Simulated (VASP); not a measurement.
# Sb (I4/mmm) in VASP: further runs, part 2 of 2

VASP 6.6.1. Earlier steps stand in the parts before.

### 4 Single point, r2SCAN

Input file INCAR:

```
ADDGRID = False
ALGO = Normal
EDIFF = 1E-6
ENCUT = 400
ISIF = 2
ISMEAR = 0
LASPH = True
LCHARG = False
LMIXTAU = True
LREAL = False
LWAVE = False
METAGGA = R2SCAN
NBANDS = 8
NELM = 100
PREC = Accurate
SIGMA = 0.2
```

Input file KPOINTS:

```
k-points
0
Gamma
  5 5 5
```

Input file POSCAR:

```
Sb
1.0
   -1.5765401831      1.5765401831      2.7119384313
    1.5765401831     -1.5765401831      2.7119384313
    1.5765401831      1.5765401831     -2.7119384313
Sb
1
Direct
    0.0000000000      0.0000000000      0.0000000000
```

Potentials or basis: VASP PAW PBE potentials, release 64 (Sb).

Command:

```
$ cat potpaw_PBE.64/Sb/POTCAR > POTCAR
$ mpirun -np 1 vasp_std > vasp.out
```

OUTCAR:

```text
EDIFF = 1E-6
   ENCUT = 400
   ISIF = 2
   ISMEAR = 0
   LASPH = True
   LREAL = False
   METAGGA = R2SCAN
   NELM = 100
   PREC = Accurate

 Found     18 irreducible k-points:

 Following reciprocal coordinates:
            Coordinates               Weight
  0.000000  0.000000  0.000000      1.000000
  0.200000 -0.000000  0.000000      8.000000
  0.400000  0.000000 -0.000000      8.000000
  0.200000  0.200000  0.000000      8.000000
  0.400000  0.200000  0.000000     16.000000
 -0.400000  0.200000 -0.000000     16.000000
   k-points           NKPTS =     18   k-points in BZ     NKDIM =     18   number of bands    NBANDS=      8
   number of dos      NEDOS =    301   number of ions     NIONS =      1
   total plane-waves  NPLWV =  13824
   dimension x,y,z NGX =    24 NGY =   24 NGZ =   24
   dimension x,y,z NGXF=    48 NGYF=   48 NGZF=   48
   ions per type =               1
   NGX,Y,Z   is equivalent  to a cutoff of  11.36, 11.36, 11.36 a.u.
   NGXF,Y,Z  is equivalent  to a cutoff of  22.73, 22.73, 22.73 a.u.
 SYSTEM =  unknown system
   PREC   = accura    normal or accurate (medium, high low for compatibility)
   ISTART =      0    job   : 0-new  1-cont  2-samecut
   ICHARG =      2    charge: 1-file 2-atom 10-const
   ISPIN  =      1    spin polarized calculation?
   LNONCOLLINEAR =      F non collinear calculations
   LSORBIT =      F    spin-orbit coupling
   LASPH  =      T    aspherical Exc in radial PAW
   ENCUT  =  400.0 eV  29.40 Ry    5.42 a.u.   5.73  5.73  5.73*2*pi/ulx,y,z
   NELM   =    100;   NELMIN=  2; NELMDL= -5     # of ELM steps
   EDIFF  = 0.1E-05   stopping-criterion for ELM
   LREAL  =      F    real-space projection
   EDIFFG = 0.1E-04   stopping-criterion for IOM
   NSW    =      0    number of steps for IOM
   IBRION =     -1    ionic relax: 0-MD 1-quasi-New 2-CG
   NFREE  =      0    steps in history (QN), initial steepest desc. (CG)
   ISIF   =      2    stress and relaxation
   ISYM   =      2    0-nonsym 1-usesym 2-fastsym
   POTIM  = 0.5000    time-step for ionic-motion
   TEBEG  =    0.0;   TEEND  =   0.0 temperature during run
   PSTRESS=    0.0 pullay stress
   NELECT =       5.0000    total number of electrons
   NUPDOWN=      -1.0000    fix difference up-down
   EMIN   =  10.00;   EMAX   =-10.00  energy-range for DOS
   EFERMI =   0.00;   METHOD = LEGACY
   ISMEAR =     0;   SIGMA  =   0.20  broadening in eV -4-tet -1-fermi 0-gaus
   EFERMI_NEDOS =   21; number of points for ismear=-14 and -15
   IALGO  =     38    algorithm
   IMIX   =      4    mixing-type and parameters
     AMIX     =   0.40;   BMIX     =  1.00
     AMIX_MAG =   1.60;   BMIX_MAG =  1.00
  volume/ion in A,a.u.               =      26.96       181.95
  Fermi-wavevector in a.u.,A,eV,Ry     =   0.933573  1.764197 11.858269  0.871558
  Thomas-Fermi vector in A             =   2.060288
   LORBIT       =      0    0 simple, 1 ext, 2 COOP (PROOUT), +10 PAW based schemes
   METAGGA = R2SCAN    functional components
   LHFCALC =     F    Hartree Fock is set to
   AEXX    =    0.0000 exact exchange contribution
   IVDW    =     0    specifies the selected vdW correction
   LEPSILON=     F    determine dielectric tensor
   LRPA    =     F    only Hartree local field effects (RPA)
 non-spin polarized calculation
 Gauss-broadening in eV      SIGMA  =   0.20
  energy-cutoff  :      400.00
  volume of cell :       26.96
 maximum number of plane-waves:       501
   NGX = 11   NGY = 11   NGZ = 11

 number of electron       5.0000001 magnetization

 Free energy of the ion-electron system (eV)
  ---------------------------------------------------
  ext. energy  EPLUGINS =         0.00000000
  ---------------------------------------------------
  free energy    TOTEN  =       -25.19625402 eV

  energy without entropy =      -25.17135333  energy(sigma->0) =      -25.18380368

 E-fermi :   8.5996     XC(G=0): -10.7987

 val. band max:        8.2586406357   @ k =  -0.2000   0.2000   0.2000
 cond. band min:       8.6456395161   @ k =   0.4000   0.4000  -0.0000
 fundamental gap:      0.3869988805
 Fermi energy:         8.5995546502

 k-point     1 :       0.0000    0.0000    0.0000
  band No.  band energies     occupation
      1      -5.1420      2.00000
      2      13.3345      0.00000
      3      14.1898      0.00000
      4      14.1898      0.00000
      5      18.1653      0.00000
      6      19.6705      0.00000
      7      19.7296      0.00000
      8      19.7297      0.00000

 k-point     2 :       0.2000   -0.0000    0.0000
  band No.  band energies     occupation
      1      -4.2965      2.00000
      2       9.2362      0.00001
      3      12.0326      0.00000
      4      14.0701      0.00000
      5      16.6225      0.00000
      6      18.4867      0.00000
      7      20.9062      0.00000
      8      21.1274      0.00000

 k-point     3 :       0.4000    0.0000   -0.0000
  band No.  band energies     occupation
      1      -1.9505      2.00000
      2       3.6433      2.00000
      3      10.4969      0.00000
      4      14.0992      0.00000
      5      15.1829      0.00000
      6      18.7814      0.00000
      7      20.0438      0.00000
      8      20.5815      0.00000

 k-point     4 :       0.2000    0.2000    0.0000
  band No.  band energies     occupation
      1      -3.0581      2.00000
      2       7.9964      1.99998
      3       8.7274      0.36596
      4      11.2847      0.00000
      5      17.3778      0.00000
      6      18.6402      0.00000
      7      19.7160      0.00000
      8      21.5610      0.00000

 k-point     5 :       0.4000    0.2000    0.0000
  band No.  band energies     occupation
      1      -0.6241      2.00000
      2       3.5161      2.00000
      3       8.6666      0.63567
      4      10.2061      0.00000
      5      15.4651      0.00000
      6      17.8609      0.00000
      7      22.3931      0.00000
      8      22.4494      0.00000

 k-point     6 :      -0.4000    0.2000   -0.0000
  band No.  band energies     occupation
      1      -1.8400      2.00000
      2       5.4338      2.00000
      3       9.7210      0.00000
      4      10.7191      0.00000
      5      15.1535      0.00000
      6      17.3516      0.00000
      7      18.8450      0.00000
      8      23.6993      0.00000

 [... further k-points ...]

------------------------ aborting loop because EDIFF is reached ----------------------------------------

  FORCE on cell =-STRESS in cart. coord.  units (eV):
  Direction    XX          YY          ZZ          XY          YZ          ZX
  --------------------------------------------------------------------------------------
  -------------------------------------------------------------------------------------
  Total        0.0987279      0.0987279      0.2328652      0.0000000     -0.0000000      0.0000000
  in kB        5.8667930      5.8667930     13.8377436      0.0000000     -0.0000000      0.0000000
  external PRESSURE =       8.5237766 kB  Pullay stress =       0.0000000 kB

 VOLUME and BASIS-vectors are now :
 -----------------------------------------------------------------------------
  energy-cutoff  :      400.00
  volume of cell :       26.96
      direct lattice vectors                 reciprocal lattice vectors
    -1.576540183  1.576540183  2.711938431     0.000000000  0.317150178  0.184369967
     1.576540183 -1.576540183  2.711938431     0.317150178  0.000000000  0.184369967
     1.576540183  1.576540183 -2.711938431     0.317150178  0.317150178  0.000000000

 POSITION                                       TOTAL-FORCE (eV/Angst)
 -----------------------------------------------------------------------------------
      0.00000      0.00000      0.00000        -0.000000      0.000000      0.000000
 -----------------------------------------------------------------------------------
    total drift:                                0.000000      0.000000      0.000000

  FREE ENERGIE OF THE ION-ELECTRON SYSTEM (eV)
  ---------------------------------------------------
  free  energy   TOTEN  =       -25.1962540199 eV

  energy  without entropy=      -25.1713533320  energy(sigma->0) =      -25.18380368
```

Wall time 9.3 s (1 thread of Intel Xeon Platinum 8375C at 2.90GHz (Ice Lake), shared host); peak memory 0.13 GiB.

These settings aren't checked as converged: the numbers below hold their error.

Results:

```yaml
Free_energy: -25.1963 eV
Pressure: 0.9 GPa
Band_gap_on_the_k_mesh: none (metal or under the smearing width)
```

Caveat: the k mesh is coarse (spacing up to 0.56 Å⁻¹), so the values aren't converged; the PAW data sets were made with another functional, which shifts forces and pressure a little.

### 5 Single point, r2SCAN

INCAR is that of step 4.

KPOINTS is that of step 4.

Input file POSCAR:

```
Sb
1.0
   -1.5638750000      1.6131910000      2.7402030000
    1.6104090000     -1.5604430000      2.7365900000
    1.5281950000      1.5247630000     -2.7095380000
Sb
1
Direct
    0.0004760000      0.0218010000      0.0165680000
```

Command:

```
$ cat potpaw_PBE.64/Sb/POTCAR > POTCAR
$ mpirun -np 1 vasp_std > vasp.out
```

Run time: 24 s. Hardware: 1 thread of Intel Xeon Platinum 8375C at 2.90GHz (Ice Lake), shared host; peak memory 0.14 GiB.

The run converged, but some of its settings lie outside the range that counts as converged, so its numbers aren't taken as properties of the crystal.

Results:

```yaml
Free_energy: -25.2053 eV
Pressure: 0.9 GPa
Band_gap_on_the_k_mesh: none (metal or under the smearing width)
```

Caveat: the k mesh is coarse (spacing up to 0.57 Å⁻¹), so the values aren't converged; the PAW data sets were made with another functional, which shifts forces and pressure a little.
